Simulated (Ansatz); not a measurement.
Kick test of a cell of TaSi2

It was reached by relaxing an invented guess, and it needn't be the stable form of this composition.

Theory: DFT PBE, scalar-relativistic, plane waves, PAW (Ansatz). Plane waves to 420 eV, a k mesh through Γ of 18×18×8 on the computed 3-atom cell and Gaussian smearing (0.10 eV); no spin polarisation.

The cell below (3 atoms, space group P-6m2 (No. 187)) is relaxed within its symmetry.

```
CELL_PARAMETERS angstrom
2.99081 0.00000 0.00000
-1.49540 2.59012 0.00000
0.00000 0.00000 6.35240
ATOMIC_POSITIONS crystal
Ta 0.66667 0.33333 0.50000
Si 0.33333 0.66667 0.18364
Si 0.33333 0.66667 0.81636
```

For the test a repeat of it with 6 atoms (edges 2.99, 5.18, 6.35 Å) was strained at random (σ = 1.5 % a component), the atoms were moved at random (σ = 0.05 Å), and all was relaxed again on a coarse 8×4×4 mesh (in the run’s order of axes) with 0.20 eV smearing, with no symmetry imposed.

These runs have no spin–orbit coupling, which can matter for Ta. The cell is a metal run without spin; a magnetic state may lie lower.

Question: Is the structure stable against such a distortion?

Answer: It doesn't return. The energy falls by 20 meV/atom on that mesh, the volume changes by 0.5 %, and the end has space group Amm2 (No. 38) at a loose tolerance. Relaxed again on an 8×18×18 mesh with 0.10 eV smearing, the new structure lies 22 meV/atom below the first (mesh in the axes of the run's cell; the cell below is made exact in the group named). Space group Amm2 (No. 38), orthorhombic, a = 6.298 Å, b = 3.232 Å, c = 4.862 Å. Ta is surrounded by 6 Si at 2.64–2.65 Å, 4 Ta at 2.92 Å and 2 Ta at 3.23 Å; Si has 1 Si at 2.34 Å and 3 Ta at 2.64–2.65 Å.

```
Ta Si
1.0
     6.29791    0.00000    0.00000
     0.00000    1.61594    2.43083
     0.00000   -1.61594    2.43083
Ta Si
1 2
Direct
  0.00000 0.68589 0.68589
  0.31438 0.32751 0.32751
  0.68562 0.32751 0.32751
```
